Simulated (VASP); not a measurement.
Cu2O (strained database structure): a PBE single-point calculation in VASP

INCAR

```
ENCUT = 520
NELM = 120
ISIF = 2
NSW = 0
LELF = .TRUE.
LREAL = .FALSE.
EDIFF = 1E-7
LWAVE = .FALSE.
GGA = PE
SIGMA = 0.02
PREC = Accurate
NBANDS = 37
IBRION = -1
LASPH = .TRUE.
ISMEAR = -1
LCHARG = .TRUE.
```

KPOINTS

```
KPOINTS created by Atomic Simulation Environment
0
Gamma
6 6 6
0 0 0
```

KPOINTS_OPT

```
special points
4
Reciprocal
0.0000000000 0.0000000000 0.0000000000 1
0.0000000000 0.5000000000 0.0000000000 1
0.5000000000 0.5000000000 0.0000000000 1
0.5000000000 0.5000000000 0.5000000000 1
```

POSCAR

```
Cu O
 1.0000000000000000
     4.2460802981999999    0.0000000000000000    0.0000000000000000
     0.0000000000000000    4.2460802981999999    0.0000000000000000
     0.0000000000000000    0.0000000000000000    4.2036194951999999
 Cu  O
   4   2
Cartesian
  1.0615200745500000  1.0615200745500000  3.1527146213999999
  3.1845602236500006  1.0615200745500000  1.0509048738000000
  1.0615200745500000  3.1845602236500006  1.0509048738000000
  3.1845602236500006  3.1845602236500006  3.1527146213999999
  2.1230401490999999  2.1230401490999999  2.1018097475999999
  0.0000000000000000  0.0000000000000000  0.0000000000000000
```

VASP ran with the recommended PBE PAW datasets (56 valence electrons in the cell).

Command

```
mpirun -np 1 vasp_std
```

From OUTCAR

```
k-points           NKPTS =     40   k-points in BZ     NKDIM =     40   number of bands    NBANDS=     37

   NELECT =      56.0000    total number of electrons

   dimension x,y,z NGX =    32 NGY =   32 NGZ =   32
   dimension x,y,z NGXF=    64 NGYF=   64 NGZF=   64

  energy-cutoff  :      520.00
  volume of cell :       75.79
      direct lattice vectors                 reciprocal lattice vectors
     4.246080298  0.000000000  0.000000000     0.235511326  0.000000000  0.000000000
     0.000000000  4.246080298  0.000000000     0.000000000  0.235511326  0.000000000
     0.000000000  0.000000000  4.203619495     0.000000000  0.000000000  0.237890228

 k-points in reciprocal lattice and weights: KPOINTS created by Atomic Simulation Env
   0.00000000  0.00000000  0.00000000       0.005
   0.16666667  0.00000000  0.00000000       0.019
   0.33333333  0.00000000  0.00000000       0.019
   0.50000000  0.00000000  0.00000000       0.009
   0.16666667  0.16666667  0.00000000       0.019
   0.33333333  0.16666667  0.00000000       0.037
   0.50000000  0.16666667  0.00000000       0.019
   0.33333333  0.33333333  0.00000000       0.019
   ...

 E-fermi :   5.3073

 k-point     1 :       0.0000    0.0000    0.0000
  band No.  band energies     occupation
      1     -15.3264      2.00000
      2     -14.5494      2.00000
      3      -2.4342      2.00000
      4      -2.4342      2.00000
      5      -2.3914      2.00000
      6       0.0097      2.00000
      7       0.0724      2.00000
      8       0.0724      2.00000
      9       0.0973      2.00000
     10       1.8785      2.00000
     11       1.8806      2.00000
     12       2.0088      2.00000
     13       2.0088      2.00000
     14       2.0246      2.00000
     15       2.9045      2.00000
     16       2.9312      2.00000
     17       3.0270      2.00000
     18       3.0270      2.00000
     19       3.0508      2.00000
     20       3.1844      2.00000
     21       3.1845      2.00000
     22       3.1845      2.00000
     23       3.3762      2.00000
     24       3.3762      2.00000
     25       3.3857      2.00000
     26       4.9926      2.00000
     27       4.9926      2.00000
     28       5.0179      2.00000
     29       5.5854      0.00000
     30       6.1383      0.00000
     31       6.2313      0.00000
     32      13.0242      0.00000
     33      13.0242      0.00000
     34      13.1714      0.00000
     35      14.3502      0.00000
     36      14.3502      0.00000
     37      14.4699      0.00000

 k-point     2 :       0.1667    0.0000    0.0000
  band No.  band energies     occupation
      1     -15.2738      2.00000
      2     -14.6004      2.00000
      3      -2.3603      2.00000
      4      -2.3286      2.00000
      5      -2.2876      2.00000
      6      -0.5331      2.00000
      7      -0.1977      2.00000
      8      -0.1732      2.00000
      9       0.4707      2.00000
     10       1.9296      2.00000
     11       2.0101      2.00000
     12       2.0427      2.00000
     13       2.2080      2.00000
     14       2.2211      2.00000
     15       2.8971      2.00000
     16       2.9464      2.00000
     17       2.9669      2.00000
     18       3.0717      2.00000
     19       3.0852      2.00000
     20       3.0870      2.00000
     21       3.2381      2.00000
     22       3.2417      2.00000
     23       3.2450      2.00000
     24       3.3539      2.00000
     25       3.3626      2.00000
     26       4.0938      2.00000
     27       4.9243      2.00000
     28       4.9460      2.00000
     29       5.8282      0.00000
     30       6.6484      0.00000
     31       7.1234      0.00000
     32      12.5503      0.00000
     33      12.8924      0.00000
     34      13.0181      0.00000
     35      13.0325      0.00000
     36      13.7565      0.00000
     37      13.8837      0.00000

 k-point     3 :       0.3333    0.0000    0.0000
  band No.  band energies     occupation
      1     -15.1309      2.00000
      2     -14.7416      2.00000
      3      -2.1306      2.00000
      4      -2.0428      2.00000
      5      -2.0088      2.00000
      6      -1.1757      2.00000
      7      -0.7267      2.00000
      8      -0.7027      2.00000
      9       0.9228      2.00000
     10       1.9149      2.00000
     11       2.0846      2.00000
     12       2.3218      2.00000
     13       2.5362      2.00000
     14       2.5444      2.00000
     15       2.7140      2.00000
     16       2.7826      2.00000
     17       2.8718      2.00000
     18       2.9988      2.00000
     19       3.0236      2.00000
     20       3.0261      2.00000
     21       3.1521      2.00000
     22       3.2011      2.00000
     23       3.2808      2.00000
     24       3.2868      2.00000
     25       3.5474      2.00000
     26       3.5560      2.00000
     27       4.7413      2.00000
     28       4.7533      2.00000
     29       6.4864      0.00000
     30       7.7351      0.00000
     31       7.7826      0.00000
     32      11.0353      0.00000
     33      12.6362      0.00000
     34      12.7229      0.00000
     35      12.7433      0.00000
     36      13.0020      0.00000
     37      13.1078      0.00000

 k-point     4 :       0.5000    0.0000    0.0000
  band No.  band energies     occupation
      1     -14.9358      2.00000
      2     -14.9358      2.00000
      3      -1.7826      2.00000
      4      -1.7826      2.00000
      5      -1.7324      2.00000
      6      -1.7324      2.00000
      7      -1.0572      2.00000
      8      -1.0572      2.00000
      9       1.4781      2.00000
     10       1.4781      2.00000
     11       2.3494      2.00000
     12       2.3494      2.00000
     13       2.5447      2.00000
     14       2.5447      2.00000
     15       2.7507      2.00000
     16       2.7507      2.00000
     17       2.8995      2.00000
     18       2.8995      2.00000
     19       2.8997      2.00000
     20       2.8997      2.00000
     21       3.0738      2.00000
     22       3.0738      2.00000
     23       3.2664      2.00000
     24       3.2664      2.00000
     25       3.7675      2.00000
     26       3.7675      2.00000
     27       4.6000      2.00000
     28       4.6000      2.00000
     29       7.3128      0.00000
     30       7.3128      0.00000
     31       9.2374      0.00000
     32       9.2374      0.00000
     33      12.5410      0.00000
     34      12.5410      0.00000
     35      12.7804      0.00000
     36      12.7804      0.00000
     37      14.3504      0.00000

 k-point     5 :       0.1667    0.1667    0.0000
  band No.  band energies     occupation
      1     -15.2272      2.00000
      2     -14.6435      2.00000
      3      -2.4552      2.00000
      4      -2.2009      2.00000
      5      -2.0755      2.00000
      6      -0.9401      2.00000
      7      -0.3640      2.00000
      8      -0.1739      2.00000
      9       0.5953      2.00000
     10       1.9771      2.00000
     11       2.0631      2.00000
     12       2.1265      2.00000
     13       2.2554      2.00000
     14       2.3707      2.00000
     15       2.8830      2.00000
     16       2.9273      2.00000
     17       2.9457      2.00000
     18       2.9862      2.00000
     19       3.1201      2.00000
     20       3.1781      2.00000
     21       3.1818      2.00000
     22       3.1911      2.00000
     23       3.2374      2.00000
     24       3.2851      2.00000
     25       3.3621      2.00000
     26       3.9990      2.00000
     27       4.5652      2.00000
     28       4.8778      2.00000
     29       6.0521      0.00000
     30       7.1776      0.00000
     31       7.4986      0.00000
     32      11.7002      0.00000
     33      11.8211      0.00000
     34      12.9104      0.00000
     35      13.3358      0.00000
     36      13.8280      0.00000
     37      13.9878      0.00000

 ...

  Total        3.1625058      3.1625058      3.2219980      0.0000000      0.0000000      0.0000000
  in kB       66.8562651     66.8562651     68.1139467      0.0000000      0.0000000      0.0000000
  external PRESSURE =      67.2754923 kB  Pullay stress =       0.0000000 kB

 POSITION                                       TOTAL-FORCE (eV/Angst)
 -----------------------------------------------------------------------------------
      1.06152      1.06152      3.15271         0.000000      0.000000      0.000000
      3.18456      1.06152      1.05090        -0.000000     -0.000000     -0.000000
      1.06152      3.18456      1.05090        -0.000000      0.000000     -0.000000
      3.18456      3.18456      3.15271         0.000000     -0.000000     -0.000000
      2.12304      2.12304      2.10181        -0.000000     -0.000000      0.000000
      0.00000      0.00000      0.00000        -0.000000     -0.000000      0.000000
 -----------------------------------------------------------------------------------
    total drift:                               -0.000000      0.000000     -0.000000

  FREE ENERGIE OF THE ION-ELECTRON SYSTEM (eV)
  ---------------------------------------------------
  free  energy   TOTEN  =       -27.2010281119 eV

  energy  without entropy=      -27.2010281066  energy(sigma->0) =      -27.20102811
```

```yaml
gap_between_bands_v_and_c: 0.57 eV
least_direct_gap: 0.57 eV
pressure: 6.7 GPa
```

Band v is the last that the valence electrons fill when counted band by band, and c is the next.

The run took about 100 s on one core of a shared host (Intel Xeon Platinum 8488C) and held 0.27 GiB at most.
